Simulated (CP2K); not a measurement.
Runs of CP2K 2026.2 on CaF2 (Fluorite). Symmetry: Fm-3m, No. 225, cubic system. The conventional cell has a = 5.462 Å, b = 5.462 Å, c = 5.462 Å, α = 90.00°, β = 90.00°, γ = 90.00°. Ca (site symmetry m-3m) is surrounded by 8 F at 2.37 Å. F (site symmetry -43m) has 4 Ca at 2.37 Å as nearest neighbours. 

```csv
level,potentials or basis,smearing,EPS_DEFAULT,NGRIDS,points a segment of the path (NPOINTS),bands added on the path,CUTOFF of the grids,gap on the mesh (eV),pressure (GPa)
PBE,"POTENTIAL_UZH Ca GTH-PBE-q10, F GTH-PBE-q7; TZVP-MOLOPT-PBE-GTH basis",fermi-dirac 0.05 eV,1.0E-9,4,6,2,750 Ry,7.25,3.1
TB-mBJ,"POTENTIAL_UZH Ca GTH-PBE-q10, F GTH-PBE-q7; TZVP-MOLOPT-PBE-GTH basis",fermi-dirac 0.05 eV,1.0E-10,4,10,6,1100 Ry,8.21,-
r2SCAN,"POTENTIAL_UZH Ca GTH-SCAN-q10, F GTH-SCAN-q7; TZVP-MOLOPT-SCAN-GTH basis",fermi-dirac 0.0259 eV,1.0E-9,5,6,2,1100 Ry,7.94,-0.5
LDA,"GTH_POTENTIALS Ca GTH-PADE-q10, F GTH-PADE-q7; TZVP-MOLOPT-PBE-GTH basis",fermi-dirac 0.05 eV,1.0E-9,4,8,2,750 Ry,6.89,-5.5
PBEsol,"POTENTIAL_UZH Ca GTH-PBE-q10, F GTH-PBE-q7; TZVP-MOLOPT-PBE-GTH basis",fermi-dirac 0.05 eV,1.0E-9,5,10,2,750 Ry,(b),(a)
```

Alike in all rows: task band structure; no spin polarisation; cell as given; k mesh 8 × 8 × 8.

**Question.** Fill in the values left out.

**Answer.** (a) -0.6; (b) 7.02.

Caveats: the basis of atomic orbitals isn't converged, which shifts pressures, moduli and gaps; the potentials were made for another functional, which shifts forces and pressure (some runs); this is a model potential without an energy functional, so only levels have meaning (some runs).

